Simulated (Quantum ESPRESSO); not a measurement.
GaN:

```
Ga N
1.0
     0.00000    2.25350    2.25350
     2.25350    0.00000    2.25350
     2.25350    2.25350    0.00000
Ga N
1 1
Cartesian
  0.0000 0.0000 0.0000
  1.1268 1.1268 1.1268
```

The cell is a database's computed one.

| Quantity | Value |
| --- | --- |
| Program | Quantum ESPRESSO 7.5 |
| Task | single point |
| Functional | PBE |
| Potentials or basis | SSSP 1.3 efficiency PBE |
| Cutoff | 952 eV |
| Density cutoff | 7619 eV |
| k mesh | 10 × 10 × 10 |
| Occupations | fermi-dirac, width 0.05 eV |
| Spin | no spin polarisation |

On this cell: pressure 4.5 GPa; largest force zero by symmetry; band gap on the k mesh 1.75 eV, direct.

The same run follows on a disturbed copy (atoms moved at random, drawn with an rms of 0.05 Å):

```
Ga N
1.0
     0.00000    2.25350    2.25350
     2.25350    0.00000    2.25350
     2.25350    2.25350    0.00000
Ga N
1 1
Cartesian
  -0.0158 0.0025 0.0107
  1.1376 1.1248 1.1058
```

**Question.** What does the disturbed cell give?

**Answer.** The energy moves by +5.3 meV/atom; pressure 4.7 GPa; largest force 0.510 eV/Å; band gap on the k mesh 1.67 eV, direct.

Forces on the atoms (eV/Å):
```
Ga   0.328 -0.010 -0.391
N   -0.328  0.010  0.391
```

Stress tensor (GPa, compression positive):
```
 4.69  1.91  0.05
 1.91  4.79 -1.60
 0.05 -1.60  4.65
```

